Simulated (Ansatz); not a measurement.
# Ca in Ansatz: the effect of functional

Crystal: Ca.

```
CELL_PARAMETERS angstrom
0.00000 2.79420 2.79420
2.79420 0.00000 2.79420
2.79420 2.79420 0.00000
ATOMIC_POSITIONS crystal
Ca 0.00000 0.00000 0.00000
```

Alike in all runs:

- Program: Ansatz 0.2.0
- Task: band structure
- Potentials or basis: all-electron LAPW, scalar-relativistic
- Basis error allowed: 0.001 eV/atom
- k mesh: 8 × 8 × 8
- Occupations: fermi-dirac, width 0.05 eV
- Spin: no spin polarisation

Question: One run gave: pressure -0.6 GPa. Which functional did it use?
A. LDA
B. PBEsol
C. PBE

Answer: C.

| functional | cutoff | pressure (GPa) |
| --- | --- | --- |
| PBE | 79 eV | -0.6 |
| PBEsol | 79 eV | -1.2 |
| LDA | 80 eV | -2.1 |

Not every run made on this cell is shown here.
